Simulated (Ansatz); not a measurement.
Runs of Ansatz 0.2.0 on K. The structure is cubic, space group Pm-3m (No. 221). The conventional cell has a = 4.310 Å, b = 4.310 Å, c = 4.310 Å, α = 90.00°, β = 90.00°, γ = 90.00°. K (site symmetry m-3m) is surrounded by 6 K at 4.31 Å. This isn't the form of K at room conditions, which is bcc.

```csv
task,level,cell,k mesh,cutoff (eV),smearing,mesh quality,gap on the mesh (eV),pressure (GPa),relaxed volume (Å³/atom)
relaxation of cell and atoms,PBEsol+D3(BJ),relaxed,6 × 6 × 6,420,fermi-dirac 0.05 eV,not flagged,none,0.0,(a)
relaxation of cell and atoms,PBEsol,relaxed,6 × 6 × 6,420,fermi-dirac 0.05 eV,not flagged,none,0.0,75.54
relaxation of cell and atoms,PBEsol+D3(BJ)+ATM,relaxed,6 × 6 × 6,420,fermi-dirac 0.05 eV,not flagged,none,0.0,69.72
single point,r2SCANh,as given,4 × 4 × 4,500,gaussian 0.05 eV,coarse,none,-,-
relaxation of cell and atoms,PBEsol+D4,relaxed,6 × 6 × 6,420,fermi-dirac 0.05 eV,not flagged,none,0.0,73.79
```

Alike in all rows: potentials or basis Ansatz PAW; no spin polarisation.

Problem. Fill in the values left out.

Solution. (a) 69.42.

Caveats: some runs use coarse meshes; the PAW data sets come from PBE, with cores solved anew for the run's functional, which leaves a small shift of forces and pressure; the plane-wave basis is chosen anew once the cell has moved, so the energies of steps on either side of that aren't comparable (some runs); pairwise dispersion overbinds metals, which lowers pressure and volume (some runs).

A k mesh can miss the band edges.

A gap of «none» marks a metal or a gap under the smearing width.

Not every run made on this cell is shown here.
